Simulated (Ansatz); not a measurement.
# 3-layer 2H-MoS2 (2H stacking) in a perpendicular field, part 3 of 4

What dipole does a perpendicular field induce in the 3-layer 2H-MoS2 (2H stacking), and does the gap follow? A positive field points along +c.

Ansatz 0.2.0; plane-wave DFT, LDA, Ansatz PAW (set soft_1); PAW set soft_1 (the session's first sound run).

So far, gap along the path (eV): step 3 (single point, field 0) 0.956; step 5 (field -0.1 V/Å) 0.940; step 6 (field 0.2 V/Å) 0.895; step 7 (field -0.2 V/Å) 0.895; step 8 (field 0.35 V/Å) 0.783.

## Step 9: Response, atoms held

This step: plane-wave DFT, LDA, Ansatz PAW (set soft_1); response to a field along the normal, atoms held; PAW set soft_1 (Ansatz 0.2.0).

The dipoles give the slope, and the difference of two potentials shows where the field is screened.

Numbers from this step:

```
equivalent conductor thickness p/(ε₀AE) : 15.56 Å
distance between the outer atoms        : 15.18 Å
```

Table of dipole of the cell by applied field:

```
applied field (V/Å)  dipole of the cell (e·Å)
             -0.200                    -0.145
             -0.100                   -0.0726
              0.000                    4.5e-6
              0.100                    0.0726
              0.200                     0.145
              0.350                     0.254
```

Local field over the applied field, running mean. From the potentials at -0.1 and 0.1 V/Å; running mean over 2.5 Å. The local field over applied field by z:

z (Å), local field over applied field and a bar:
```
        5      0.997 ##############################
        6      0.970 #############################
        7      0.815 ########################
        8      0.486 ##############
        9      0.170 ####
       10      0.051 
       11      0.044 
       12      0.111 ##
       13      0.241 ######
       14      0.251 #######
       15      0.129 ###
       16      0.046 
       17      0.040 
       18      0.106 ##
       19      0.238 ######
       20      0.253 #######
       21      0.134 ###
       22      0.050 
       23      0.043 
       24      0.133 ###
       25      0.424 ############
       26      0.765 #######################
       27      0.957 #############################
       28      0.995 ##############################
```

Electrons, planar mean, per unit field. Table of induced electron density by z:

z (Å), induced electron density (e/Å³ per V/Å) and a bar from the least value:
```
      4.5    0.00000 ###############
      5.0    0.00001 ###############
      5.5    0.00004 ###############
      6.0    0.00013 ###############
      6.5    0.00039 ################
      7.0    0.00107 ###################
      7.5    0.00239 #########################
      8.0    0.00356 ##############################
      8.5    0.00194 #######################
      9.0    0.00099 ###################
      9.5    0.00033 ################
     10.0   -0.00040 #############
     10.5    0.00007 ###############
     11.0    0.00022 ################
     11.5    0.00001 ###############
     12.0   -0.00081 ###########
     12.5   -0.00105 ##########
     13.0   -0.00191 ######
     13.5   -0.00031 #############
     14.0    0.00167 ######################
     14.5    0.00144 #####################
     15.0    0.00077 ##################
     15.5    0.00033 ################
     16.0   -0.00026 #############
     16.5   -0.00008 ##############
     17.0    0.00020 ###############
     17.5    0.00005 ###############
     18.0   -0.00082 ###########
     18.5   -0.00097 ##########
     19.0   -0.00193 ######
     19.5   -0.00047 #############
     20.0    0.00155 #####################
     20.5    0.00155 #####################
     21.0    0.00075 ##################
     21.5    0.00041 ################
     22.0   -0.00029 #############
     22.5   -0.00020 ##############
     23.0    0.00028 ################
     23.5    0.00015 ###############
     24.0   -0.00104 ##########
     24.5   -0.00116 ##########
     25.0   -0.00337 
     25.5   -0.00293 ##
     26.0   -0.00146 ########
     26.5   -0.00057 ############
     27.0   -0.00020 ##############
     27.5   -0.00006 ##############
     28.0   -0.00002 ###############
     28.5   -0.00001 ###############
```

The smaller of the gaps on the path and on the k-mesh, counted as 0 under 0.03 eV. The gap by applied field:

```
applied field (V/Å)  gap (eV)
             -0.200     0.894
             -0.100     0.940
              0.000     0.956
              0.100     0.940
              0.200     0.894
              0.350     0.783
```

By hand: between -0.1 and 0.1 V/Å the dipole changes by 0.1451 e·Å, a slope of 0.7256 e·Å²/V. A perfect conductor of thickness t has p = ε₀AEt, so t = 180.95 × 0.7256 / 8.438 = 15.56 Å (e/ε₀ = 180.95 V·Å, A in Å²).

The induced dipole is that of a conductor 15.56 Å thick.

## Step 10: Relaxing in the field, field 0.1 V/Å

This step: plane-wave DFT, LDA, Ansatz PAW (set soft_1); PAW set soft_1 (Ansatz 0.2.0).

Now the atoms may follow the field. A weak field makes forces of meV/Å to tens of meV/Å, so the force tolerance is set well below the usual one.

Input file input.yaml:

```yaml
crystal:
  lattice:
    - [3.1215280837, 0.0, 0.0]
    - [-1.5607640418, 2.7033226191, 0.0]
    - [0.0, 0.0, 33.1750803711]
  atoms:
    - { symbol: S, position: [0.3333333333, 0.6666666667, 0.2712879637] }
    - { symbol: Mo, position: [0.0, 0.0, 0.3180669939] }
    - { symbol: S, position: [0.3333333333, 0.6666666667, 0.3649363507] }
    - { symbol: S, position: [0.0, 0.0, 0.4531441725] }
    - { symbol: Mo, position: [0.3333333333, 0.6666666667, 0.5] }
    - { symbol: S, position: [0.0, 0.0, 0.5468558275] }
    - { symbol: S, position: [0.3333333333, 0.6666666667, 0.6350636493] }
    - { symbol: Mo, position: [0.0, 0.0, 0.6819330061] }
    - { symbol: S, position: [0.3333333333, 0.6666666667, 0.7287120363] }
kpoints:
  mp_grid: { grid: [12, 12, 1] }
hamiltonian:
  xc: lda
  pseudopotentials: { kind: paw, azcp: { folder: soft_1 }, xc_functional: pbe }
scf:
  occupations: { method: fermi_dirac, width: 0.02585 }
  convergence: { dr2_threshold: 1.0e-10 }
efield:
  axis: 3
  dipole_correction: true
  ramp_position: 0.9623
  ramp_width: 0.0754
  amplitude: 0.1
relax:
  f_tol: 0.001
  max_steps: 60
output:
  write_potential: true
  write_density: true
  volumetric_format: npy
```

Launch:

```bash
> ansatz run input.yaml --threads 4 --pin off --max-ram 6144MiB --backend cpu --events-out ev --progress --plain --runs-dir out
```

Numbers of over 12 decimals in the logs are rounded to 6 here.

What it wrote:

```text
[...]
Crystal: 9 atoms, lattice volume = 279.948 Å³
Basis set: ecut = 420 eV, 5427 PW (Γ)
Bands: 48, of which v1, the nominal top of the filled ones, is band 39 counted from 1 (38 counted from 0)
Symmetry: 6 space group operations
k-points: 19 of 144 (time reversal used)
[...]
SCF iter   1: F=—  HF=-19758.876274 eV  |F-HF|=—  |Δ(HF+E_count)|=         —  Δρ=6.45e-2  dr2=1.67e1  ethr=3.10e-3  p=0.081 e·Å  D=5.26e-2 V/Å  ΔV_dip=-1.75 eV  dr2_dipole=1.31e-3  V_vac-E_F(+/−)=6.08/4.82 eV  ⟨swp⟩=12.3  Hψ=5419  notcnv=0
[...]
SCF iter  16: F=-19754.639560 eV  HF=-19754.639560 eV  |F-HF|=6.55e-11  |Δ(HF+E_count)|=  9.09e-11  Δρ=4.33e-8  dr2=1.42e-11  ethr=1.00e-12  p=0.073 e·Å  D=4.69e-2 V/Å  ΔV_dip=-1.56 eV  dr2_dipole=8.86e-13  V_vac-E_F(+/−)=5.74/4.29 eV  ⟨swp⟩=7.2  Hψ=5211  notcnv=0
SCF 1 converged in 16 iterations: F = -19754.639560 eV  dr2 = 1.42e-11
[...]
relax step   1: F+E_penalty+E_count = -19754.63956046 eV  Δ(F+E_penalty+E_count) = +0.000e0 eV  max|allowed force component| = 1.128e-2 eV/Å  Δτ_max = 0.0000 Å  (16 SCF iters, accepted)
[...]
SCF iter   8: F=-19754.639566 eV  HF=-19754.639566 eV  |F-HF|=1.02e-10  |Δ(HF+E_count)|=  7.28e-12  Δρ=4.33e-8  dr2=1.43e-11  ethr=1.00e-12  p=0.073 e·Å  D=4.70e-2 V/Å  ΔV_dip=-1.56 eV  dr2_dipole=1.36e-13  V_vac-E_F(+/−)=5.74/4.29 eV  ⟨swp⟩=8.0  Hψ=5072  notcnv=0
SCF 2 converged in 8 iterations: F = -19754.639566 eV  dr2 = 1.43e-11
relax step   2: F+E_penalty+E_count = -19754.63956555 eV  Δ(F+E_penalty+E_count) = -5.096e-6 eV  max|allowed force component| = 1.235e-3 eV/Å  Δτ_max = 0.0009 Å  (8 SCF iters, accepted)
SCF iter   1: F=—  HF=-19754.639807 eV  |F-HF|=—  |Δ(HF+E_count)|=         —  Δρ=3.04e-5  dr2=1.89e-6  ethr=2.92e-8  p=0.073 e·Å  D=4.70e-2 V/Å  ΔV_dip=-1.56 eV  dr2_dipole=9.04e-9  V_vac-E_F(+/−)=5.74/4.29 eV  ⟨swp⟩=2.3  Hψ=1729  notcnv=0  defer=48
[...]
SCF iter   7: F=-19754.639566 eV  HF=-19754.639566 eV  |F-HF|=0.00e0  |Δ(HF+E_count)|=  5.09e-11  Δρ=4.73e-8  dr2=3.20e-11  ethr=1.00e-12  p=0.073 e·Å  D=4.70e-2 V/Å  ΔV_dip=-1.56 eV  dr2_dipole=3.12e-13  V_vac-E_F(+/−)=5.74/4.29 eV  ⟨swp⟩=7.9  Hψ=5077  notcnv=0
SCF 3 converged in 7 iterations: F = -19754.639566 eV  dr2 = 3.20e-11
relax step   3: F+E_penalty+E_count = -19754.63956559 eV  Δ(F+E_penalty+E_count) = -3.793e-8 eV  max|allowed force component| = 1.817e-4 eV/Å  Δτ_max = 0.0004 Å  (7 SCF iters, accepted)
[...]
the band table was solved once a step of the walk had ended and its energy, with any forces and stress, was formed, with the checks that follow a solve (4829 applications of the Hamiltonian). They found nothing against the state; the energy, forces and stress were not computed again (output.eigenvalues in the input reference)
[...]
SCF converged after 7 iterations
Free energy (F): -19754.639566 eV
[...]
Internal energy: -19754.639566 eV  (E = F + TS)
E sigma→0 (E₀):  -19754.639566 eV
Fermi energy:    4.203563 eV
Dipole field:    D = 0.046966 V/Å  (p = 0.072661 e·Å, saw-weighted, corrected)
Work function:   not extracted (applied field tilts the vacuum); planar V_es + V_field profile in the machine report
[...]
--- Forces (eV/Å), atoms counted from 1 ---
  atom   1  S      0.00000000    -0.00000000     0.00000038
  atom   2  Mo    -0.00000000     0.00000000    -0.00000516
  atom   3  S      0.00000000    -0.00000000    -0.00018022
  atom   4  S     -0.00000000     0.00000000     0.00013815
  atom   5  Mo     0.00000000    -0.00000000     0.00018207
  atom   6  S     -0.00000000     0.00000000    -0.00000707
  atom   7  S      0.00000000    -0.00000000    -0.00009602
  atom   8  Mo    -0.00000000     0.00000000     0.00002153
  atom   9  S      0.00000000    -0.00000000    -0.00005020
  max |Σ_I F_I| component: 3.47e-6 eV/Å
--- Band table (eV; the first three rows and the last of 19) ---
  k-point 0: bands = [... 35 lower, 2.0391, 2.6950, 3.3921, 3.7541, 5.9388, 5.9388, 6.0026, 6.0026, ... 5 higher]
  k-point 1: bands = [... 35 lower, 2.3203, 2.7070, 3.3068, 3.5698, 5.8020, 5.8808, 5.9396, 5.9680, ... 5 higher]
  k-point 2: bands = [... 35 lower, 2.3593, 2.6123, 2.9036, 3.0155, 5.3438, 5.5215, 5.6716, 5.7426, ... 5 higher]
  k-point 18: bands = [... 35 lower, 1.0603, 2.9535, 3.0591, 3.1793, 4.8582, 4.9363, 5.0201, 5.6224, ... 5 higher]
--- Relaxed structure (3 steps of the walk, 3 accepted, 0 SCFs on fresh bases) ---
  F+E_penalty+E_count = -19754.63956559 eV   max|allowed force component| = 1.817e-4 eV/Å
  atoms:
    - { symbol: S, position: [0.333333, 0.666667, 0.271282] }
    - { symbol: Mo, position: [0, -2.170189040133849e-17, 0.318053] }
    - { symbol: S, position: [0.333333, 0.666667, 0.364934] }
    - { symbol: S, position: [0, -2.1701890401338506e-17, 0.453141] }
    - { symbol: Mo, position: [0.333333, 0.666667, 0.499987] }
    - { symbol: S, position: [0, -2.17018904013385e-17, 0.546855] }
    - { symbol: S, position: [0.333333, 0.666667, 0.635080] }
    - { symbol: Mo, position: [0, -2.1701890401338497e-17, 0.681940] }
    - { symbol: S, position: [0.333333, 0.666667, 0.728728] }
```

Elapsed: 18 s, on 4 threads of Arm Neoverse V2, shared host; peak memory 0.63 GiB.

Hardly anything moved in the relaxation; the energy changed by under 0.2 meV an atom.

Numbers from this step:

| Property | Result |
| --- | --- |
| dipole along the normal | 0.07266 e·Å |

The relaxation took 3 steps and lowered the energy by 5.1e-6 eV; the largest force on the free atoms ends at 1.8e-4 eV/Å.

The dipole is 0.0727 e·Å, and the gap on the mesh 0.946 eV.

## Step 11: Field on, atoms free, field -0.1 V/Å

The opposite sign, again from the field-free geometry; the difference of the two cancels what relaxes without a field.

input.yaml: that of step 10 with these lines changed.

```diff
@@ -28,3 +28,3 @@
   ramp_width: 0.0754
-  amplitude: 0.1
+  amplitude: -0.1
 relax:
```

What it wrote:

```text
[...]
Crystal: 9 atoms, lattice volume = 279.948 Å³
Basis set: ecut = 420 eV, 5427 PW (Γ)
Bands: 48, of which v1, the nominal top of the filled ones, is band 39 counted from 1 (38 counted from 0)
Symmetry: 6 space group operations
k-points: 19 of 144 (time reversal used)
[...]
- { symbol: S, position: [0.333333, 0.666667, 0.364920] }
    - { symbol: S, position: [0, -2.17018904013385e-17, 0.453145] }
    - { symbol: Mo, position: [0.333333, 0.666667, 0.500013] }
    - { symbol: S, position: [0, -2.170189040133849e-17, 0.546859] }
    - { symbol: S, position: [0.333333, 0.666667, 0.635066] }
    - { symbol: Mo, position: [0, -2.1701890401338497e-17, 0.681947] }
    - { symbol: S, position: [0.333333, 0.666667, 0.728718] }
[key lines of the parts left out:]
SCF converged after 7 iterations
Free energy (F): -19754.639566 eV
Fermi energy:    4.203564 eV
Dipole field:    D = -0.046966 V/Å  (p = -0.072661 e·Å, saw-weighted, corrected)
```

The job ended after 18 s (4 threads; peak memory 0.64 GiB; 68 s of CPU time).

No atom moved by 0.005 Å in the relaxation.

This step gave:

```yaml
dipole_along_the_normal: -0.07266 e·Å
```

The relaxation took 3 steps and lowered the energy by 5.1e-6 eV; the largest force on the free atoms ends at 1.8e-4 eV/Å.

The dipole is -0.0727 e·Å, and the gap on the mesh 0.946 eV.

## Step 12: Response, atoms relaxed

This step: plane-wave DFT, LDA, Ansatz PAW (set soft_1); response to a field along the normal, atoms relaxed; PAW set soft_1 (Ansatz 0.2.0).

The same analysis on the two relaxed runs holds the ionic part too; their mesh is coarser, so small differences from the held value can come from that.

Numbers from this step:

* equivalent conductor thickness p/(ε₀AE): 15.58 Å

Table of dipole of the cell by applied field:

```
applied field (V/Å)  dipole of the cell (e·Å)
            -0.1000                   -0.0727
             0.1000                    0.0727
```

Local field over the applied field, running mean. From the potentials at -0.1 and 0.1 V/Å; running mean over 2.5 Å. The local field over applied field by z:

```
z (Å)  local field over applied field
    5                           0.997
    6                           0.970
    7                           0.824
    8                           0.478
    9                           0.157
   10                          0.0671
   11                          0.0600
   12                          0.0979
   13                           0.219
   14                           0.259
   15                          0.0968
   16                          0.0896
   17                          0.0742
   18                          0.0892
   19                           0.238
   20                           0.237
   21                           0.117
   22                          0.0569
   23                          0.0675
   24                           0.125
   25                           0.409
   26                           0.776
   27                           0.958
   28                           0.995
```

Electrons, planar mean, per unit field. Induced electron density against z:

```
z (Å)  induced electron density (e/Å³ per V/Å)
  4.5                                   4.0e-6
  5.0                                   1.3e-5
  5.5                                   4.3e-5
  6.0                                   1.3e-4
  6.5                                   3.9e-4
  7.0                                  0.00104
  7.5                                  0.00226
  8.0                                  0.00302
  8.5                                  0.00136
  9.0                                  0.00103
  9.5                                  0.00146
 10.0                                  0.00220
 10.5                                   4.3e-4
 11.0                                 -0.00249
 11.5                                 -0.00184
 12.0                                  -9.0e-4
 12.5                                  -5.0e-4
 13.0                                  -9.5e-4
 13.5                                   1.1e-5
 14.0                                  0.00194
 14.5                                  0.00180
 15.0                                  0.00121
 15.5                                  0.00168
 16.0                                  0.00632
 16.5                                  0.00195
 17.0                                 -0.00703
 17.5                                 -0.00243
 18.0                                 -0.00152
 18.5                                 -0.00125
 19.0                                 -0.00228
 19.5                                  -7.1e-4
 20.0                                   8.8e-4
 20.5                                   5.2e-4
 21.0                                   7.3e-4
 21.5                                  0.00151
 22.0                                  0.00248
 22.5                                   7.7e-4
 23.0                                 -0.00212
 23.5                                 -0.00159
 24.0                                 -0.00124
 24.5                                  -9.3e-4
 25.0                                 -0.00264
 25.5                                 -0.00272
 26.0                                 -0.00141
 26.5                                  -5.6e-4
 27.0                                  -1.9e-4
 27.5                                  -6.4e-5
 28.0                                  -2.0e-5
 28.5                                  -6.0e-6
```

The induced dipole is that of a conductor 15.58 Å thick.

[end of part 3 of 4]

[Logs are printed without paths, hosts, clocks, repeated set-up lines and the standing remarks that a program may print on its own settings, such as how far it seeks lower states.]

[Hosts, paths, dates, database ids (printed as entryN), source tags and the programs' standing remarks are cut or masked in the printed files.]

[Maps of the electrostatic potential energy from Ansatz leave out the sawtooth potential of an applied field or a dipole correction, so their vacuum need not be flat; planar profiles and work functions include it.]
